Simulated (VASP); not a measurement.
# Ni (P-1) in VASP: reference runs

Reference runs on Ni: the cell as given.

Program: VASP 6.6.1. These are calculated values, not measurements. Logs are shortened: lines on timing, memory, paths and dates and some standing lists are left out, and cuts for length are marked.

### Step 1. The undisturbed crystal

The typed cell holds 2 atoms: a = 2.397 Å, b = 2.397 Å, c = 3.914 Å, α = 90.00°, β = 90.00°, γ = 109.47°.

This isn't the form of Ni at room conditions, which is fcc.

### Step 2. Single point, PBE, collinear spin, ferromagnetic start (atom 2 moved 0.75 Å)

The input, INCAR:

```
  PREC = Accurate
  ENCUT = 520
  EDIFF = 1E-7
  ISMEAR = -1
  SIGMA = 0.05
  LREAL = F
  LASPH = T
  NELM = 120
  ALGO = Normal
  ISIF = 2
  LWAVE = F
  LCHARG = T
  ISPIN = 2
  MAGMOM = 1 1
  LORBIT = 11
  LMAXMIX = 4
  GGA = PE
  LELF = T
  LVHAR = T
  NBANDS = 21
```

The input, KPOINTS:

```
Automatic mesh
0
Gamma
  12 12 7
```

The input, POSCAR:

```
Ni
1.0
   -1.3837154700      1.3837154700      1.3837154700
    1.3837154700     -1.3837154700      1.3837154700
    2.7674309400      2.7674309400      0.0000000000
Ni
2
Direct
    0.1303686400      0.1402525900      0.0013646100
    0.3696313600      0.3597474100      0.4986353900
```

Potentials or basis: VASP PAW PBE potentials, release 64 (Ni).

Started as:

```console
> cat potpaw_PBE.64/Ni/POTCAR > POTCAR
> mpirun -np 1 vasp_std > vasp.out
```

OUTCAR:

```text
PREC = Accurate
   ENCUT = 520
   EDIFF = 1E-7
   ISMEAR = -1
   LREAL = F
   LASPH = T
   NELM = 120
   ISIF = 2
   ISPIN = 2
   LORBIT = 11
   GGA = PE

 ion  position               nearest neighbor table
   1  0.130  0.140  0.001-   2 2.05   2 2.07   2 2.83   2 2.85   2 2.89   2 2.89   2 2.90   2 2.90

   2  0.370  0.360  0.499-   1 2.05   1 2.07   1 2.83   1 2.85   1 2.89   1 2.89   1 2.90   1 2.90

  LATTYP: Found a base centered orthorhombic cell.
 ALAT       =     2.7674309400
 B/A-ratio  =     1.4142135624
 C/A-ratio  =     1.4142135624

  Lattice vectors:

 A1 = (  -1.3837154700,   1.3837154700,   1.3837154700)
 A2 = (   1.3837154700,  -1.3837154700,   1.3837154700)
 A3 = (   2.7674309400,   2.7674309400,   0.0000000000)

Analysis of symmetry for initial positions (statically):
=====================================================================
 Subroutine PRICEL returns:
 Original cell was already a primitive cell.

 Routine SETGRP: Setting up the symmetry group for a
 base centered orthorhombic supercell.

 Subroutine GETGRP returns: Found  2 space group operations
 (whereof  1 operations were pure point group operations)
 out of a pool of  8 trial point group operations.

The static configuration has the point symmetry C_1 .
 The point group associated with its full space group is S_2 .

Analysis of symmetry for dynamics (positions and initial velocities):
=====================================================================
 Subroutine PRICEL returns:
 Original cell was already a primitive cell.

 Routine SETGRP: Setting up the symmetry group for a
 base centered orthorhombic supercell.

 Subroutine GETGRP returns: Found  2 space group operations
 (whereof  1 operations were pure point group operations)
 out of a pool of  8 trial point group operations.

The dynamic configuration has the point symmetry C_1 .
 The point group associated with its full space group is S_2 .

Analysis of structural, dynamic, and magnetic symmetry:
=====================================================================
 Subroutine PRICEL returns:
 Original cell was already a primitive cell.

 Routine SETGRP: Setting up the symmetry group for a
 base centered orthorhombic supercell.

 Subroutine GETGRP returns: Found  2 space group operations
 (whereof  1 operations were pure point group operations)
 out of a pool of  8 trial point group operations.

The overall configuration has the point symmetry C_1 .
 The point group associated with its full space group is S_2 .

 Subroutine INISYM returns: Found  2 space group operations
 (whereof  1 operations are pure point group operations),
[... 119 lines left out ...]
  Thomas-Fermi vector in A             =   2.702037
   LORBIT       =     11    0 simple, 1 ext, 2 COOP (PROOUT), +10 PAW based schemes
   GGA     = PE    functional components
   LHFCALC =     F    Hartree Fock is set to
   AEXX    =    0.0000 exact exchange contribution
   IVDW    =     0    specifies the selected vdW correction
   LEPSILON=     F    determine dielectric tensor
   LRPA    =     F    only Hartree local field effects (RPA)
 spin polarized calculation
  energy-cutoff  :      520.00
  volume of cell :       21.19
 maximum number of plane-waves:       597
 NGX is ok and might be reduce to    18
   NGX =  9   NGY =  9   NGZ = 15

 number of electron      19.9999995 magnetization       0.0010295

 Free energy of the ion-electron system (eV)
  ---------------------------------------------------
  ext. energy  EPLUGINS =         0.00000000
  ---------------------------------------------------
  free energy    TOTEN  =        -9.66376032 eV

  energy without entropy =       -9.63692964  energy(sigma->0) =       -9.65034498

 E-fermi :   9.7516     XC(G=0): -13.3433

 val. band max:        9.7514611121   @ k =  -0.4167   0.4167   0.4286
 cond. band min:       9.7517150979   @ k =  -0.0833   0.0000   0.2857
 fundamental gap:      0.0002539859
 Fermi energy:         9.7516150703

 spin component 1

 k-point     1 :       0.0000    0.0000    0.0000
  band No.  band energies     occupation
      1       0.6413      1.00000
      2       5.7514      1.00000
      3       6.2496      1.00000
      4       7.1257      1.00000
      5       7.2314      1.00000
      6       8.1991      1.00000
[... 565 lines left out ...]
     20      38.0886      0.00000
     21      41.5920      0.00000

 [... further k-points ...]

 spin component 2

 k-point     1 :       0.0000    0.0000    0.0000
  band No.  band energies     occupation
      1       0.6413      1.00000
      2       5.7517      1.00000
      3       6.2501      1.00000
      4       7.1266      1.00000
      5       7.2323      1.00000
      6       8.1993      1.00000
[... 565 lines left out ...]
     20      38.0888      0.00000
     21      41.5920      0.00000

 [... further k-points ...]

------------------------ aborting loop because EDIFF is reached ----------------------------------------

  FORCE on cell =-STRESS in cart. coord.  units (eV):
  Direction    XX          YY          ZZ          XY          YZ          ZX
  --------------------------------------------------------------------------------------
  -------------------------------------------------------------------------------------
  Total        5.2954674      5.3144879      0.1369522      3.9838432      0.2110543      0.0338192
  in kB      400.2989967    401.7368090     10.3525964    301.1497082     15.9541776      2.5564865
  external PRESSURE =     270.7961340 kB  Pullay stress =       0.0000000 kB

 VOLUME and BASIS-vectors are now :
 -----------------------------------------------------------------------------
  energy-cutoff  :      520.00
  volume of cell :       21.19
      direct lattice vectors                 reciprocal lattice vectors
    -1.383715470  1.383715470  1.383715470    -0.180672982  0.180672982  0.361345964
     1.383715470 -1.383715470  1.383715470     0.180672982 -0.180672982  0.361345964
     2.767430940  2.767430940  0.000000000     0.180672982  0.180672982  0.000000000

 POSITION                                       TOTAL-FORCE (eV/Angst)
 -----------------------------------------------------------------------------------
      0.01745     -0.00990      0.37446        -0.120873     -0.303899     -2.394085
      1.36626      1.39362      1.00925         0.120873      0.303899      2.394085
 -----------------------------------------------------------------------------------
    total drift:                               -0.000000     -0.000000     -0.000000

  FREE ENERGIE OF THE ION-ELECTRON SYSTEM (eV)
  ---------------------------------------------------
  free  energy   TOTEN  =        -9.6637603155 eV

  energy  without entropy=       -9.6369296380  energy(sigma->0) =       -9.65034498

 total charge

# of ion       s       p       d       tot
------------------------------------------
    1        0.541   0.531   8.425   9.497
    2        0.541   0.531   8.425   9.497
--------------------------------------------------
tot          1.082   1.062  16.849  18.994

 magnetization (x)

# of ion       s       p       d       tot
------------------------------------------
    1       -0.000  -0.000   0.001   0.001
    2       -0.000  -0.000   0.001   0.001
--------------------------------------------------
tot         -0.000  -0.000   0.001   0.001
```

stdout:

```text
POSCAR found type information on POSCAR Ni
 POSCAR found :  1 types and       2 ions
 scaLAPACK will be used
 LDA part: xc-table for (Slater+PW92), standard interpolation
 POSCAR, INCAR and KPOINTS ok, starting setup
 FFT: planning ... GRIDC
 FFT: planning ... GRID_SOFT
 FFT: planning ... GRID
 WAVECAR not read
 entering main loop
```

Wall time 6.3 min (1 thread of Intel Xeon 6975P-C (Granite Rapids), shared host); peak memory 0.4 GiB.

Results:

```
Free energy                                           : -9.6638 eV
Pressure                                              : 27.1 GPa
Largest force                                         : 2.416 eV/Å
Band gap on the k mesh                                : none (metal or under the smearing width)
Net moment                                            : 0.00 μB per cell
Valence electrons inside the program's atomic spheres : Ni 9.50
```

Forces in eV/Å, atoms in the order of the input:
```
Ni  -0.121 -0.304 -2.394
Ni   0.121  0.304  2.394
```

Levels at points of the mesh, in eV from the Fermi level:
Spin up:
```csv
k point,band 6,band 7,band 8,band 9,band 10,band 11,band 12,band 13,band 14,band 15
"(0.00, 0.00, 0.00)",-1.55,-1.20,-1.19,-0.98,-0.70,-0.12,0.22,6.99,20.99,21.52
"(0.50, 0.00, 0.00)",-1.78,-1.76,-0.52,-0.31,-0.18,1.02,3.25,8.38,9.01,13.07
"(0.00, 0.50, 0.00)",-1.65,-1.63,-0.54,-0.34,-0.31,0.99,3.33,8.19,8.85,13.18
"(0.50, 0.50, 0.00)",-1.78,-0.40,0.07,0.22,0.25,0.50,6.75,9.94,9.98,12.41
```
Spin down:
| k point | band 6 | band 7 | band 8 | band 9 | band 10 | band 11 | band 12 | band 13 | band 14 | band 15 |
| --- | --- | --- | --- | --- | --- | --- | --- | --- | --- | --- |
| (0.00, 0.00, 0.00) | -1.55 | -1.20 | -1.19 | -0.98 | -0.70 | -0.12 | 0.22 | 6.99 | 20.99 | 21.52 |
| (0.50, 0.00, 0.00) | -1.78 | -1.76 | -0.52 | -0.31 | -0.18 | 1.02 | 3.25 | 8.38 | 9.01 | 13.07 |
| (0.00, 0.50, 0.00) | -1.65 | -1.63 | -0.54 | -0.34 | -0.31 | 0.99 | 3.33 | 8.19 | 8.85 | 13.18 |
| (0.50, 0.50, 0.00) | -1.78 | -0.39 | 0.07 | 0.22 | 0.25 | 0.50 | 6.75 | 9.94 | 9.98 | 12.41 |

Caveat: so large a pressure means that the cell lies far from this level's equilibrium, or that cutoff or potentials fall short; forces of over 1 eV/Å show positions far from the minimum, so gaps and moduli don't describe the material at rest.
